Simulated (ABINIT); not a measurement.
Runs of ABINIT 10.8.3 (patched build) on HfC. The structure is cubic, space group Fm-3m (No. 225). The conventional cell has a = 4.650 Å, b = 4.650 Å, c = 4.650 Å, α = 90.00°, β = 90.00°, γ = 90.00°. Hf (site symmetry m-3m) has 6 C at 2.33 Å as nearest neighbours. C (site symmetry m-3m) is surrounded by 6 Hf at 2.33 Å. 

```csv
task,level,potentials or basis,spin,cutoff (eV),fine-grid cutoff,gap on the mesh (eV),pressure (GPa),V0 of scaled cells (Å³/atom),B0 (GPa)
equation of state,revPBE+D3,JTH PAW PBE v2.0,off,544,1088.46 eV,-,-,12.32,249
equation of state,LDA,JTH PAW LDA v2.0,off,707,1306.15 eV,-,-,11.95,267
equation of state,BP86+D3,JTH PAW PBE v2.0,off,544,1088.46 eV,-,-,12.17,(b)
equation of state,BP86,JTH PAW PBE v2.0,off,544,1088.46 eV,-,-,12.61,237
band structure,LDA,JTH PAW LDA v2.0,off,544,1088.46 eV,none,-12.3,-,-
band structure,PW91,JTH PAW PBE v2.0,"SOC, no magnetisation",544,1088.46 eV,none,-0.5,-,-
band structure,SCAN,JTH PAW PBE v2.0,off,653,1251.72 eV,none,(a),-,-
```

Alike in all rows: cell as given; k mesh 10 × 10 × 10; smearing fermi-dirac 0.05 eV.

Q: Estimate the missing entries.

A: (a) -3.3; (b) 256.

Caveats: the PAW data sets were made with another functional, which shifts forces and pressure a little (some runs); pressures at fixed basis lie under the slope of the energies (some runs); spin-orbit coupling is left out, which moves the levels of the heavy elements (some runs).

A k mesh can miss the band edges, and rows without SOC leave out spin-orbit coupling on Hf.

A gap of «none» marks a metal or a gap under the smearing width.

Runs at the PBE level aren't shown here.
